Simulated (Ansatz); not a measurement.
# MgTe: optical spectrum from first principles

Wanted: where MgTe starts to absorb, how strongly, and its refractive index.

Main program and level: Ansatz 0.2.0; DFT, PBE, plane-wave PAW, default files, scalar-relativistic, independent-particle optical response without local fields.

Report form: the programs' logs are mostly left out.

## 1. Set-up

Symmetry: P6_3mc, No. 186, hexagonal system. The conventional cell has a = 4.520 Å, b = 4.520 Å, c = 7.330 Å, α = 90.00°, β = 90.00°, γ = 120.00°. Te has 4 Mg at 2.74 to 2.82 Å nearest. Mg has 4 Te at 2.74 to 2.82 Å nearest. Farther neighbours and most contacts between anions are not listed.

## 2. Ground state and bands

First the ground state: is it a metal or has it a gap?

This step: DFT, PBE, plane-wave PAW, default files, scalar-relativistic, ground state (Ansatz 0.2.0).

Input file input.yaml:

```yaml
crystal:
  lattice:
    - [4.52, 0.0, 0.0]
    - [-2.26, 3.9144348251, 0.0]
    - [0.0, 0.0, 7.33]
  atoms:
    - { symbol: Te, position: [0.6666666667, 0.3333333333, 0.885] }
    - { symbol: Te, position: [0.3333333333, 0.6666666667, 0.385] }
    - { symbol: Mg, position: [0.6666666667, 0.3333333333, 0.5] }
    - { symbol: Mg, position: [0.3333333333, 0.6666666667, 0.0] }
kpoints:
  mp_grid: { grid: [6, 6, 3] }
  band_path:
    path:
      - [[0.0, 0.0, 0.0], [0.5, 0.0, 0.0], [0.33333333, 0.33333333, 0.0], [0.0, 0.0, 0.0], [0.0, 0.0, 0.5], [0.5, 0.0, 0.5], [0.33333333, 0.33333333, 0.5], [0.0, 0.0, 0.5]]
      - [[0.5, 0.0, 0.5], [0.5, 0.0, 0.0]]
      - [[0.33333333, 0.33333333, 0.0], [0.33333333, 0.33333333, 0.5]]
    npoints: 6
scf:
  occupations: { method: fermi_dirac, width: 0.05 }
  n_extra_bands: 8
hamiltonian:
  xc: pbe
  pseudopotentials: { kind: paw }
output:
  forces: true
  stress: true
  populations: true
  write_bands: true
  write_density: true
  write_potential: true
  elf: true
  volumetric_format: npy
```

Run with:

```bash
$ ansatz run input.yaml --threads 4 --pin off --max-ram 8192MiB --backend cpu --events-out ev --progress --plain --runs-dir out
```

Run time: 3.4 s. Hardware: 4 threads of AMD EPYC 7R13 (Zen 3), shared host; peak memory 0.55 GiB; 13 s of CPU time.

Read-outs, printed or worked out from the files:

| Item | Value |
| --- | --- |
| free energy | -17810.9768 eV |
| Fermi energy | 6.110 eV |
| gap by band count | 2.561 eV |
| electrons | 52 |
| symmetry operations | 12 |
| pressure | 2.414 GPa |
| gap on the k-mesh | 2.561 eV |
| volume | 129.7 Å³ |
| gap on the path | 2.561 eV |
| least direct gap on the path | 2.561 eV |

There is a gap, 2.56 eV on the path, so no carriers' term is needed. The cell is left with a pressure of 2.4 GPa and forces up to 0.23 eV/Å, as it stands unrelaxed at this level.

Electronic bands along the path, in eV, zero at the Fermi level; v1 is the highest filled band, c1 the lowest empty one:

```tsv
point	v4	v3	v2	v1	c1	c2	c3	c4
Γ	-1.94	-1.44	-1.44	-1.29	1.27	1.62	3.93	3.93
halfway	-3.04	-2.38	-1.67	-1.62	2.27	2.58	3.69	4.29
M	-3.38	-2.71	-2.37	-1.90	1.74	2.54	2.99	4.22
halfway	-3.37	-3.10	-2.47	-2.40	2.49	2.79	3.56	4.40
K	-3.88	-2.87	-2.80	-2.80	2.18	4.52	4.52	4.79
halfway	-3.41	-2.58	-1.97	-1.73	3.06	3.11	3.40	3.58
Γ	-1.94	-1.44	-1.44	-1.29	1.27	1.62	3.93	3.93
halfway	-1.88	-1.88	-1.52	-1.52	1.79	1.97	3.96	3.96
A	-1.71	-1.71	-1.71	-1.71	2.17	2.17	4.17	4.17
halfway	-2.40	-2.40	-2.06	-2.06	2.51	2.51	3.70	3.70
L	-2.35	-2.35	-2.26	-2.26	1.89	1.89	2.87	2.87
halfway	-2.99	-2.99	-2.06	-2.06	2.35	2.35	3.44	3.44
H	-3.45	-3.45	-1.98	-1.98	2.57	2.57	3.83	3.83
halfway	-2.49	-2.49	-2.21	-2.21	2.88	2.88	3.74	3.74
A	-1.71	-1.71	-1.71	-1.71	2.17	2.17	4.17	4.17
jump to L	-2.35	-2.35	-2.26	-2.26	1.89	1.89	2.87	2.87
halfway	-2.96	-2.61	-2.13	-2.04	1.81	1.90	3.42	3.71
M	-3.38	-2.71	-2.37	-1.90	1.74	2.54	2.99	4.22
jump to K	-3.88	-2.87	-2.80	-2.80	2.18	4.52	4.52	4.79
halfway	-3.77	-3.06	-2.38	-2.38	2.67	3.31	3.31	4.70
H	-3.45	-3.45	-1.98	-1.98	2.57	2.57	3.83	3.83
```

ELF in the ac plane at fractional y = 0.333, with atoms of Te and Mg within 0.2 Å of it. It is the smooth field of the valence electrons, not physical close to the nuclei.

Values, 22 rows by 14 columns, each cell a mean:
```
0.66 0.33 0.13 0.25 0.58 0.77 0.68 0.51 0.32 0.21 0.27 0.46 0.63 0.77
0.69 0.37 0.15 0.29 0.62 0.76 0.60 0.39 0.10 0.02 0.06 0.30 0.55 0.73
0.66 0.35 0.14 0.27 0.59 0.72 0.57 0.35 0.05 0.01 0.03 0.26 0.52 0.69
0.57 0.27 0.10 0.20 0.50 0.68 0.59 0.44 0.21 0.09 0.15 0.39 0.55 0.68
0.45 0.18 0.06 0.13 0.37 0.62 0.66 0.57 0.48 0.42 0.45 0.55 0.64 0.66
0.29 0.09 0.03 0.06 0.23 0.50 0.69 0.72 0.70 0.68 0.69 0.72 0.71 0.57
0.12 0.04 0.02 0.03 0.10 0.28 0.55 0.73 0.80 0.82 0.81 0.76 0.61 0.36
0.08 0.06 0.05 0.06 0.07 0.14 0.28 0.37 0.35 0.32 0.33 0.37 0.31 0.17
0.16 0.18 0.20 0.19 0.17 0.14 0.10 0.07 0.11 0.17 0.13 0.07 0.09 0.13
0.41 0.46 0.48 0.47 0.43 0.29 0.08 0.12 0.37 0.39 0.39 0.19 0.06 0.20
0.64 0.66 0.65 0.65 0.64 0.48 0.11 0.21 0.38 0.25 0.34 0.30 0.09 0.34
0.73 0.72 0.70 0.71 0.72 0.62 0.19 0.17 0.39 0.33 0.38 0.25 0.12 0.50
0.74 0.71 0.68 0.70 0.73 0.69 0.35 0.09 0.22 0.33 0.27 0.09 0.23 0.63
0.71 0.68 0.65 0.67 0.70 0.68 0.48 0.18 0.05 0.05 0.04 0.10 0.39 0.65
0.65 0.65 0.64 0.65 0.65 0.59 0.44 0.24 0.08 0.05 0.06 0.17 0.38 0.56
0.55 0.60 0.62 0.61 0.56 0.46 0.29 0.15 0.07 0.05 0.06 0.11 0.24 0.41
0.38 0.49 0.53 0.50 0.41 0.26 0.13 0.06 0.03 0.03 0.03 0.05 0.10 0.21
0.19 0.30 0.36 0.33 0.23 0.12 0.06 0.04 0.04 0.04 0.04 0.04 0.05 0.09
0.09 0.13 0.17 0.15 0.11 0.08 0.09 0.13 0.18 0.20 0.19 0.14 0.10 0.08
0.14 0.09 0.08 0.09 0.12 0.21 0.35 0.46 0.53 0.54 0.53 0.48 0.38 0.25
0.32 0.14 0.07 0.11 0.26 0.50 0.64 0.67 0.64 0.62 0.63 0.67 0.65 0.56
0.53 0.23 0.09 0.17 0.44 0.71 0.74 0.64 0.54 0.50 0.52 0.61 0.72 0.74
```
Atoms in or near the plane, at fractional coordinates: Te at (0.67, 0.88), Mg at (0.67, 0.50).

Electrostatic potential energy in the ac plane at fractional y = 0.333, with atoms of Te and Mg within 0.2 Å of it. With pseudopotentials it is smooth inside the atoms' cores, unlike the true potential.

Values in eV, 22 rows by 14 columns, each cell a mean:
```
  6   6   6   6   6   5  -2 -11  -2   5   2 -11  -5   4
  6   7   7   7   7   4  -7  -6  13  14  14   0  -9   2
  7   8   8   8   7   4  -8  -4  14  14  14   4 -10   1
  8   9   9   9   8   6  -4 -10   7  14  10  -7  -8   4
  9   9   9   9   9   7   2  -7 -10  -7  -9  -9   0   6
  9   9  10  10   9   8   6   3  -2  -5  -4   2   6   8
  9  10  10  10   9   9   8   6   5   4   4   6   7   8
  9   9  10   9   9   8   7   5   2   1   2   4   6   8
  8   9   9   9   9   7   4   0  -7 -12  -9  -2   3   6
  8   8   9   9   8   6   1  -9 -29 -33 -31 -14   0   5
  7   8   8   8   7   5   0 -16 -34 -34 -33 -24  -3   4
  6   6   6   6   6   5   0 -13 -33 -33 -33 -20  -2   4
  6   5   5   5   6   6   3  -3 -16 -24 -20  -6   2   5
  6   5   4   5   6   7   6   3   0  -2  -1   2   5   7
  7   6   5   6   7   8   7   6   5   4   5   6   7   8
  8   8   7   7   8   9   9   8   8   7   8   8   9   9
  9   9   8   9   9   9   9   9   9   9   9   9   9   9
  9   9   9   9   9   9   9   9   9   9   9   9   9   9
  9   8   8   8   9   9   9   9   9   9   9   9   9   9
  8   7   7   7   8   8   9   8   8   8   8   8   9   9
  7   6   6   6   7   8   7   6   3   2   3   5   7   8
  7   6   5   5   6   7   5  -1  -9 -12 -11  -4   3   6
```
Atoms in or near the plane, at fractional coordinates: Te at (0.67, 0.88), Mg at (0.67, 0.50).

## 3. Spectrum

The spectrum is a sum over vertical transitions between filled and empty bands at the fixed density, so many empty bands are needed.

This step: DFT, PBE, plane-wave PAW, default files, scalar-relativistic, independent-particle optical response without local fields (Ansatz 0.2.0).

input.yaml, the sections that differ from step 2:

```yaml
kpoints:
  mp_grid: { grid: [6, 6, 3] }
scf:
  occupations: { method: fixed }
output:
  optics:
    e_range: [0, 20]
    de: 0.05
    sigma: 0.1
    nscf_kmesh: { grid: [9, 9, 4] }
    bands: { spectra_wanted_up_to: 20 }
# crystal, hamiltonian: as in step 2
```

Elapsed: 64 s, on 4 threads; peak memory 1.5 GiB; 4.2 min of CPU time.

This step gave:

```
electronic dielectric constant ε∞, mean over x, y and z (by symmetry where fewer were run)                                                          : 6.075
absorption onset, first axis (α over 10⁴ cm⁻¹, or the direct gap if that lies higher)                                                               : 2.743 eV
main peak of Im epsilon, first axis                                                                                                                 : 4.566 eV
centre of weight of the strongest loss peak in the window                                                                                           : 14.13 eV
photocurrent from vertical transitions in a film 500 nm thick on a perfect mirror (two passes), AM1.5G, no front reflection, all carriers collected : 3.778 mA/cm²
least direct gap on the mesh                                                                                                                        : 2.561 eV
bands summed                                                                                                                                        : 85
spectra valid up to                                                                                                                                 : 28.59 eV
program's estimate of the k-sum error in Im epsilon                                                                                                 : 0.11 %
electrons in the f-sum                                                                                                                              : 28.68
```

The Im ε has structure finer than the step of the table below, so its rows give means over 0.5 eV, whole bins alone (the curve runs from 0 to 20 eV). Peaks (eV: height): E ∥ x or y 4.55: 21.4; E ∥ z 4.45: 19.0, 5.20: 13.2.

The Im ε by photon energy; means over each step:

```tsv
photon energy (eV)	E ∥ x or y	E ∥ z
2.0	0	0
2.5	0.0294	0.165
3.0	0.626	0.906
3.5	1.54	1.68
4.0	6.88	10.5
4.5	17.3	15.8
5.0	11.2	10.7
5.5	10.3	10.6
6.0	8.89	8.13
6.5	7.27	6.63
7.0	5.16	4.88
7.5	3.52	3.57
8.0	2.76	2.77
8.5	1.93	1.77
9.0	1.43	1.34
9.5	1.10	1.12
10.0	0.868	0.908
10.5	0.671	0.739
11.0	0.515	0.591
11.5	0.441	0.528
12.0	0.416	0.449
12.5	0.463	0.415
13.0	0.475	0.377
13.5	0.389	0.346
14.0	0.321	0.317
14.5	0.384	0.343
15.0	0.338	0.343
15.5	0.283	0.296
16.0	0.263	0.249
16.5	0.215	0.229
17.0	0.195	0.216
17.5	0.183	0.205
18.0	0.155	0.165
18.5	0.139	0.137
19.0	0.129	0.134
19.5	0.121	0.118
```

Table of Re ε by photon energy:

```tsv
photon energy (eV)	E ∥ x or y	E ∥ z
0.0	6.03	6.17
0.5	6.08	6.22
1.0	6.23	6.39
1.5	6.52	6.71
2.0	7.01	7.26
2.5	7.87	8.39
3.0	9.24	9.58
3.5	11.6	12.2
4.0	14.1	14.4
4.5	11.7	2.88
5.0	-0.218	4.96
5.5	-0.454	-1.69
6.0	-1.90	-1.26
6.5	-2.36	-2.60
7.0	-3.89	-3.69
7.5	-3.07	-3.02
8.0	-2.94	-2.67
8.5	-2.40	-2.44
9.0	-1.89	-1.71
9.5	-1.53	-1.38
10.0	-1.26	-1.08
10.5	-0.940	-0.834
11.0	-0.684	-0.659
11.5	-0.451	-0.510
12.0	-0.189	-0.281
12.5	-0.0957	-0.221
13.0	-0.0799	-0.0717
13.5	-0.0329	0.0257
14.0	0.0859	0.109
14.5	0.187	0.199
15.0	0.161	0.207
15.5	0.221	0.218
16.0	0.252	0.286
16.5	0.299	0.331
17.0	0.349	0.349
17.5	0.386	0.400
18.0	0.422	0.410
18.5	0.465	0.459
19.0	0.496	0.500
19.5	0.522	0.510
20.0	0.543	0.543
```

Values under 1 per cm are given as 1. Absorption coefficient against photon energy:

```tsv
photon energy (eV)	E ∥ x or y (1/cm)	E ∥ z (1/cm)
0.00	1	1
1.00	1	1
2.00	1	1
3.00	32680	45006
4.00	3.6e5	5.4e5
5.00	1.1e6	9.1e5
6.00	1.4e6	1.3e6
7.00	1.6e6	1.6e6
8.00	1.5e6	1.5e6
9.00	1.3e6	1.3e6
10.00	1.2e6	1.1e6
11.00	9.8e5	9.7e5
12.00	6.8e5	7.8e5
13.00	7.0e5	6.4e5
14.00	4.9e5	4.7e5
15.00	4.9e5	4.7e5
16.00	3.9e5	3.5e5
17.00	2.7e5	3.0e5
18.00	2.1e5	2.2e5
19.00	1.7e5	1.8e5
20.00	1.4e5	1.3e5
```

Table of refractive index n and extinction k by photon energy:

```tsv
photon energy (eV)	n, E ∥ x or y	k, E ∥ x or y	n, E ∥ z	k, E ∥ z
0	2.46	0	2.48	0
1	2.50	0	2.53	0
2	2.65	0	2.69	0
3	3.04	0.107	3.10	0.148
4	3.87	0.896	4.02	1.34
5	2.20	2.25	2.86	1.79
6	1.91	2.35	1.78	2.10
7	1.12	2.27	1.08	2.20
8	0.742	1.87	0.792	1.82
9	0.494	1.46	0.496	1.40
10	0.360	1.18	0.421	1.12
11	0.289	0.876	0.323	0.874
12	0.354	0.560	0.354	0.638
13	0.453	0.534	0.409	0.489
14	0.455	0.348	0.469	0.333
15	0.515	0.323	0.552	0.312
16	0.557	0.241	0.578	0.218
17	0.612	0.159	0.616	0.174
18	0.660	0.116	0.652	0.123
19	0.710	0.0902	0.713	0.0942
20	0.740	0.0703	0.740	0.0619
```

The reflectivity at normal incidence has structure finer than the step of the table below, so its rows give means over 0.5 eV, whole bins alone (the curve runs from 0 to 20 eV). Peaks (eV: height): E ∥ x or y 4.65: 51.7, 8.65: 56.4; E ∥ z 4.55: 50.1, 8.60: 58.6.

Table of reflectivity at normal incidence by photon energy; means over each step:

```tsv
photon energy (eV)	E ∥ x or y (%)	E ∥ z (%)
0.5	17.9	18.3
1.0	18.3	18.8
1.5	19.1	19.6
2.0	20.4	21.1
2.5	22.6	23.7
3.0	25.7	26.4
3.5	30.3	31.6
4.0	37.3	41.0
4.5	47.7	47.2
5.0	43.4	39.0
5.5	42.4	45.8
6.0	45.3	44.5
6.5	46.9	47.2
7.0	52.8	51.0
7.5	52.0	51.0
8.0	53.5	52.4
8.5	55.3	57.5
9.0	55.0	53.9
9.5	54.7	51.9
10.0	54.6	50.5
10.5	53.5	48.8
11.0	52.0	47.6
11.5	46.1	43.7
12.0	34.7	37.7
12.5	26.2	33.7
13.0	24.1	27.2
13.5	23.9	21.7
14.0	18.1	16.8
14.5	12.9	12.3
15.0	14.3	11.9
15.5	11.8	11.5
16.0	10.2	9.18
16.5	8.45	7.31
17.0	6.65	6.42
17.5	5.56	5.44
18.0	4.67	4.98
18.5	3.77	3.87
19.0	3.13	3.15
19.5	2.71	2.89
```

At chosen wavelengths:

```tsv
wavelength (nm)	n xy	k xy	R (%) xy	1/α xy	n z	k z	R (%) z	1/α z
1550	2.48	0.000	18.1	over 1 mm	2.51	0.000	18.5	over 1 mm
1064	2.51	0.000	18.5	over 1 mm	2.55	0.000	19.0	over 1 mm
633	2.64	0.000	20.3	over 1 mm	2.68	0.000	20.9	over 1 mm
450	2.95	0.041	24.4	880 nm	3.01	0.102	25.2	352 nm
405	3.07	0.117	25.9	275 nm	3.13	0.156	26.7	206 nm
248	2.20	2.248	42.5	8.8 nm	2.86	1.793	36.8	11 nm
193	1.64	2.223	44.9	6.9 nm	1.50	2.208	46.1	7.0 nm
```

Rows near the edge hang on the gap, which this functional as a rule makes too small, and phonon-assisted absorption is left out.

Through 1 µm of it, D65 light comes out yellow-green (x = 0.378, y = 0.445; 63 % transmitted). A larger true gap would move the edge to shorter wavelengths and change the colour.

At 1064 nm the birefringence n(z) − n(x) is +0.033: the crystal is uniaxial positive at this level.

The f-sum over the summed bands holds 28.7 of the cell's 52 electrons outside the frozen cores, 36 of which lie in bands more than 12 eV below the Fermi level, whose transitions come at higher energies. Up to 20 eV the strength has a mean oscillator energy of 5.9 eV, well above the main peak, so higher transitions carry much of it.

## 4. Static response with local fields

A static field by perturbation theory: the induced potential is included, and the Born charges come with it.

This step: DFT, PBE, plane-wave PAW, default files, scalar-relativistic, static field response by perturbation theory with local fields (Ansatz 0.2.0).

input.yaml, as its differences from that of step 3:

```diff
@@ -17,8 +17,2 @@
   pseudopotentials: { kind: paw }
-output:
-  optics:
-    e_range: [0, 20]
-    de: 0.05
-    sigma: 0.1
-    nscf_kmesh: { grid: [9, 9, 4] }
-    bands: { spectra_wanted_up_to: 20 }
+dielectric: {}
```

It took 35 s on 4 threads; peak memory 1.1 GiB.

Read-outs, printed or worked out from the files:

- electronic dielectric constant ε∞, mean over x, y and z (by symmetry where fewer were run): 5.525

ε∞ with local fields:

```
5.47 0.00 0.00
0.00 5.47 0.00
0.00 0.00 5.64
```

Diagonal elements. Born, by row:

```tsv
atom	Z*xx (e)	Z*yy (e)	Z*zz (e)
Te1	-1.872	-1.872	-1.951
Te2	-1.872	-1.872	-1.951
Mg3	1.872	1.872	1.951
Mg4	1.872	1.872	1.951
```

Mean Born charges are Te -1.90 and Mg +1.90, against formal valences of -2 and +2. They lie near the ionic values.

## 5. What came out

```json
{"gap on the path": "2.56 eV", "least direct gap on the path": "2.56 eV", "electronic dielectric constant ε∞, mean over x, y and z (by symmetry where fewer were run) (independent particles)": "6.08", "absorption onset, first axis (α over 10⁴ cm⁻¹, or the direct gap if that lies higher)": "2.74 eV", "main peak of Im epsilon, first axis": "4.57 eV", "centre of weight of the strongest loss peak in the window, first axis": "14.1 eV", "photocurrent from vertical transitions in a film 500 nm thick on a perfect mirror (two passes), AM1.5G, no front reflection, all carriers collected": "3.78 mA/cm²", "electronic dielectric constant ε∞, mean over x, y and z (by symmetry where fewer were run) (static response with local fields)": "5.53"}
```

In words: At this level (PBE, independent particles) MgTe has a mean ε∞ = 6.08 (5.53 with local fields) and n = 2.48 at 1550 nm (E ∥ x); absorption sets in near 2.7 eV, and Im ε peaks at 4.6 eV (E ∥ x). The gap on the path is direct, 2.56 eV. The absorption coefficient passes 10⁴ cm⁻¹ at 2.74 eV, inside the visible range. The strongest loss structure up to 20 eV has its centre of weight at 14.1 eV; a free-electron gas of the 28.7 electrons in the f-sum would put its plasmon at 17.5 eV. Distinct maxima of Im ε, read by a parabola through the highest points, lie at 4.57 eV (22) and 5.35 eV (11) for E ∥ x or y. The f-sum over the summed bands holds 28.7 of the cell's 52 electrons outside the frozen cores, 36 of which lie in bands more than 12 eV below the Fermi level, whose transitions come at higher energies. Up to 20 eV the strength has a mean oscillator energy of 5.9 eV, well above the main peak, so higher transitions carry much of it. Through 1 µm of it, D65 light comes out yellow-green (x = 0.378, y = 0.445; 63 % transmitted). A larger true gap would move the edge to shorter wavelengths and change the colour. At 1064 nm the birefringence n(z) − n(x) is +0.033: the crystal is uniaxial positive at this level. In the base spectrum excitons and phonon-assisted transitions are missing, and so are local fields; PBE gaps are as a rule too small, which pulls the onset down and ε∞ up. In the base run ε includes the program's bounded estimate of what the bands above those summed add. Spin-orbit coupling is left out although heavy atoms are present.

[Logs are printed without paths, hosts, clocks, repeated set-up lines and the standing remarks that a program may print on its own settings, such as how far it seeks lower states.]

[Hosts, paths, dates, database ids (printed as entryN), source tags and the programs' standing remarks are cut or masked in the printed files.]
